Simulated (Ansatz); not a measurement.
Level of theory: Ansatz 0.2.0, DFT PBE, scalar-relativistic, plane waves, PAW. Settings: cutoff 420 eV, Γ-centred meshes spaced at most about 0.3 Å⁻¹, and about 0.25 Å⁻¹ or finer for metals (2π included), Gaussian smearing. No spin polarisation.

Temperature and zero-point effects are left out.

Problem. Order these relaxed structures of YZr₂O₂ by energy, lowest first, with the energy over the lowest of them.
A.

```
Y Zr O
1.0
     5.05915    0.00000    0.00000
    -2.52958    4.38135    0.00000
     0.00000    0.00000    4.09749
Y Zr O
1 2 2
Direct
  0.00000 0.00000 0.00000
  0.33333 0.66667 0.50000
  0.66667 0.33333 0.50000
  0.33333 0.66667 0.00000
  0.66667 0.33333 0.00000
```

B.

```
Y Zr O
1.0
    -2.11749    2.11749    5.73530
     2.11749   -2.11749    5.73530
     2.11749    2.11749   -5.73530
Y Zr O
1 2 2
Cartesian
  0.0000 0.0000 0.0000
  0.0000 2.1175 2.8676
  2.1175 0.0000 2.8676
  0.0000 0.0000 2.2680
  0.0000 0.0000 9.2026
```

Solution. B (0 meV/atom), A (82 meV/atom). Forms: B I4/mmm; A P6/mmm. Counting O atoms around Y and Zr (those within 1.25 times the shortest such distance or 1.15 times the sum of covalent radii): B has Y 2, Zr 4; A has Y 6, Zr 2. Both come from invented guesses. The lowest form computed isn't among them: it has space group P-3m1 (No. 164), 15.3 Å³/atom and lies 0.36 eV/atom below the best shown.

In I4/mmm, P6/mmm an odd number of electrons in the primitive cell allows no gap without spin; a larger cell or a magnetic state could open one. A magnetic state wasn't ruled out in cells without spin, among them I4/mmm, P6/mmm. Cells relaxed within their symmetry can be saddle points. Some structure types and database cells were kept out of the candidates from the start, so a known form may be missing.
